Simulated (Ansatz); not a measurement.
**SiO2: field gradients at two levels of theory**

Cell: an entry of the Crystallography Open Database (COD), its atoms then relaxed with PBE in this cell.

```cif
data_structure
_symmetry_space_group_name_H-M 'P 1'
_symmetry_Int_Tables_number 1
_cell_length_a 7.1600
_cell_length_b 7.1600
_cell_length_c 7.1600
_cell_angle_alpha 90.000
_cell_angle_beta 90.000
_cell_angle_gamma 90.000
_cell_volume 367.06
loop_
_atom_site_label
_atom_site_type_symbol
_atom_site_fract_x
_atom_site_fract_y
_atom_site_fract_z
_atom_site_occupancy
Si1 Si 0.28071 0.28071 0.28071 1
Si2 Si 0.21929 0.71929 0.78071 1
Si3 Si 0.78071 0.21929 0.71929 1
Si4 Si 0.71929 0.78071 0.21929 1
Si5 Si 0.02058 0.02058 0.02058 1
Si6 Si 0.47942 0.97942 0.52058 1
Si7 Si 0.52058 0.47942 0.97942 1
Si8 Si 0.97942 0.52058 0.47942 1
O9 O 0.15054 0.15054 0.15054 1
O10 O 0.34946 0.84946 0.65054 1
O11 O 0.65054 0.34946 0.84946 1
O12 O 0.84946 0.65054 0.34946 1
O13 O 0.63982 0.66158 0.04343 1
O14 O 0.86018 0.33842 0.54343 1
O15 O 0.13982 0.83842 0.95657 1
O16 O 0.36018 0.16158 0.45657 1
O17 O 0.04343 0.63982 0.66158 1
O18 O 0.54343 0.86018 0.33842 1
O19 O 0.95657 0.13982 0.83842 1
O20 O 0.45657 0.36018 0.16158 1
O21 O 0.66158 0.04343 0.63982 1
O22 O 0.33842 0.54343 0.86018 1
O23 O 0.83842 0.95657 0.13982 1
O24 O 0.16158 0.45657 0.36018 1
```

Sites (sets of like atoms) are named by element and the number of their first atom in this list.

First run. Computed with Ansatz: DFT, PBE, plane waves and PAW, scalar-relativistic, 420 eV cutoff, Γ-centred 4×4×4 k-points, Fermi–Dirac smearing 0.02 eV.

```csv
site,atom,V_zz (10²¹ V/m²),η
Si1,1,0.40,0.00
Si5,5,-0.15,0.00
O9,9,10.60,0.00
O13,13,9.68,0.18
```

Second run. The same atoms and settings, except that the functional is r2SCAN and the cutoff is 500 eV.

**Question.** Given the first result, estimate the second.

**Answer.** 

| site | atom | V_zz | η | change of V_zz |
| --- | --- | --- | --- | --- |
| Si1 | 1 | 0.38 | 0.00 | -0.02 |
| Si5 | 5 | -0.14 | 0.00 | +0.01 |
| O9 | 9 | 10.48 | 0.00 | -0.12 |
| O13 | 13 | 9.56 | 0.18 | -0.12 |

The largest change of V_zz is on O9, from 10.60 to 10.48. In per cent, |V_zz| changes by -1 on O (all sites that start above 0.5).

The database positions were far from equilibrium, so the relaxed structure may not be the compound's real one.
For the second run: The largest force is 0.3 eV/Å, so the atoms aren't at the calculated equilibrium and relaxing them would move these values.
